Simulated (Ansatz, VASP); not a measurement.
Zn: VASP beside Ansatz

```
Zn
1.0
     2.07473    1.19785    0.99872
    -2.07473    1.19785    0.99872
     0.00000   -2.39570    0.99872
Zn
1
Direct
  0.50000 0.50000 0.50000
```

Alike in both runs: functional r2SCAN; k mesh 9 × 9 × 9; occupations gaussian, width 0.1 eV; no spin polarisation.

Ansatz relaxed the structure, and its values are those at the end. VASP's run is a single point on that final structure, the one shown.

```csv
,VASP,Ansatz
version,VASP 6.6.1,Ansatz 0.2.0
potentials or method,"VASP PAW PBE potentials, release 64 (Zn)","scalar-relativistic, plane waves, PAW"
plane-wave cutoff (eV),520,500
valence electrons in the cell,12,12
```

VASP gave:

```
gap on the k mesh at the Fermi level (eV) : none
pressure (GPa)                            : 0.4
```

What did Ansatz give for the same quantities?

gap on the k mesh at the Fermi level (eV): none; pressure (GPa): -0.1.

A gap of «none» marks a metal or a gap that the smearing closes. With one functional, cell and mesh, what is left measures potentials, basis and numerics.

Caveats: the PAW data sets were made with another functional, which shifts forces and pressure a little (VASP).
